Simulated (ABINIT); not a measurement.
Runs of ABINIT 10.8.3 (patched build) on Cd. The structure is hexagonal, space group P6_3/mmc (No. 194). Conventional cell: a = 2.979 Å, b = 2.979 Å, c = 5.618 Å, α = 90.00°, β = 90.00°, γ = 120.00°. Cd (site symmetry -6m2) is surrounded by 12 Cd at 2.98 to 3.29 Å. 

| task | level | potentials or basis | cell | k mesh | cutoff (eV) | smearing | bands in the sums | broadening (eV) | scissor shift (eV) | tensor components | cell freedom (optcell) | gap on the mesh (eV) | pressure (GPa) |
| --- | --- | --- | --- | --- | --- | --- | --- | --- | --- | --- | --- | --- | --- |
| optical spectrum | PBEsol | PseudoDojo NC SR PBEsol v0.4.1 standard | as given | 16 × 16 × 8, shifted | 1279 | gaussian 0.136 eV | 32 | 0.15 | 0 | [11, 33] | - | - | -2.2 |
| single point | PBEsol | PseudoDojo NC SR PBEsol v0.4.1 standard | as given | 8 × 8 × 4 | 1279 | fermi-dirac 0.05 eV | - | - | - | - | - | none | (a) |
| relaxation of cell and atoms | PBEsol | JTH PAW PBE v2.0 | relaxed | 8 × 8 × 4 | 599 | fermi-dirac 0.05 eV | - | - | - | - | 2 | none | 0.0 |
| single point | LDA-PZ | JTH PAW LDA v2.0 | as given | 8 × 8 × 4 | 599 | fermi-dirac 0.05 eV | - | - | - | - | - | none | -4.1 |

Alike in all rows: no spin polarisation.

Question: Fill in the values left out.

Answer: (a) -1.9.

Caveats: the intraband (Drude) term is left out (some runs); spectra need much finer meshes, so this one isn't converged (some runs); the PAW data sets were made with another functional, which shifts forces and pressure a little (some runs).

A k mesh can miss the band edges, and the runs leave out spin-orbit coupling on Cd.

A gap of «none» marks a metal or a gap under the smearing width.

Not every run made on this cell is shown here.
